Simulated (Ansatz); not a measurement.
MnF2 (CdI2-type structure)

Level of theory: DFT, PBE+U (U_eff = 3.9 eV on Mn 3d), scalar-relativistic, collinear spin; plane waves to 420 eV with PAW datasets (Ansatz 0.2.0), Γ-centred 8×8×6 mesh, 0.05 eV Gaussian smearing; PAW files: Ansatz's generated set soft_2.

```xyz
3
Lattice="3.3743 0.0000 0.0000 -1.6872 2.9222 0.0000 0.0000 0.0000 4.9576" Properties=species:S:1:pos:R:3 pbc="T T T"
Mn    0.0000    0.0000    0.0000
F     0.0000    1.9482    0.9631
F     1.6872    0.9741    3.9945
```

The start was a prototype's sites filled with these elements. The Crystallography Open Database lists the compound in space group P42/mnm, so this is a trial structure.

Magnetic state: ferromagnetic, site spin moments Mn 4.30; F 0.07 μB.

The cell above was scaled in volume, and shape and atoms were relaxed at each volume within its symmetry. Energies are counted from the cell above.

| V (Å³/atom) | ΔE (meV/atom) | P (GPa) | gap on the mesh (eV) | largest moment (μB) |
| --- | --- | --- | --- | --- |
| 15.40 | 1.3 | 0.46 | 3.12 | 4.29 |
| 15.64 | ? | ? | ? | ? |
| 15.97 | 0.3 | 0.19 | 3.16 | 4.30 |
| 16.29 | 0.0 | -0.02 | 3.18 | 4.30 |
| 16.62 | -0.1 | 0.01 | 3.20 | 4.30 |
| 16.95 | -0.2 | -0.05 | 3.22 | 4.30 |
| 17.44 | -0.1 | -0.09 | 3.25 | 4.30 |
| 17.92 | 0.2 | -0.11 | 3.28 | 4.30 |

(1) Fill in the withheld row.

(2) Can a bulk modulus be trusted from these points?

Answers:

(1) ΔE (meV/atom): 0.7, P (GPa): 0.30, gap on the mesh (eV): 3.14, largest moment (μB): 4.30.

(2) No. The energies are smooth (scatter 0.01 meV/atom), but the pressures don't fall steadily as the cell grows, and the fit's B0′ of 14.2 is out of the usual range: the curve is too flat or too lopsided over this range, as for soft or weakly bound crystals, and a third-order form can't fix it.

The fit puts its minimum at 16.84 Å³/atom, 3.3 % over the cell above, so zero pressure fixes the volume only loosely here.

Open d and f shells can converge to several self-consistent states; this is the one that the run reached. Site moments are of spin, integrated over atomic spheres. The moments were started parallel, and the real magnetic order may be another.
